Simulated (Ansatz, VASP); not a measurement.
## GdO, level by level in two programs

```
CELL_PARAMETERS angstrom
2.80181 0.00000 0.00000
0.00000 2.80181 0.00000
0.00000 0.00000 2.80181
ATOMIC_POSITIONS crystal
Gd 0.00000 0.00000 0.00000
O 0.50000 0.50000 0.50000
```

The cell comes from a database or a generator and needn't be the stable form of this composition.

Single points on this cell with VASP 6.6.1 and Ansatz 0.2.0. Each row is one pair of runs. Alike in all rows: k mesh: 7 × 7 × 7; smearing: gaussian, width 0.05 eV; VASP's potentials, cutoff: VASP PAW PBE potentials, release 64 (Gd, O), 520 eV; Ansatz's potentials, cutoff: Ansatz PAW, 420 eV.

| level | spin | gap on the k mesh at the Fermi level (eV), VASP | gap on the k mesh at the Fermi level (eV), Ansatz | net moment per atom (μB), VASP | net moment per atom (μB), Ansatz |
| --- | --- | --- | --- | --- | --- |
| PBEsol+U (Gd f U = 8 eV) | collinear, ferromagnetic start | none | none | 2.00 | 3.61 |
| PBEsol+U (Gd f U = 5 eV) | collinear, random start | none | none | 3.62 | 3.61 |
| PBEsol+U (Gd f U = 5 eV) | collinear, ferromagnetic start | none | none | 0.50 | 3.61 |

Net moment per atom (μB): the two programs differ by at most 3.112.

A gap of «none» marks a metal or a gap that the smearing closes.

In some rows the two programs ended in different magnetic states.

Caveats: spin-orbit coupling is left out, which moves the levels of the heavy elements (some rows); a cell with one magnetic atom can't hold antiferromagnetic order, which such compounds often take (some rows); the moment is held away from its start (VASP); the total moment is fixed, so each spin has its own Fermi level (VASP); the bands computed are all filled at some k points, so no gap is given (VASP).
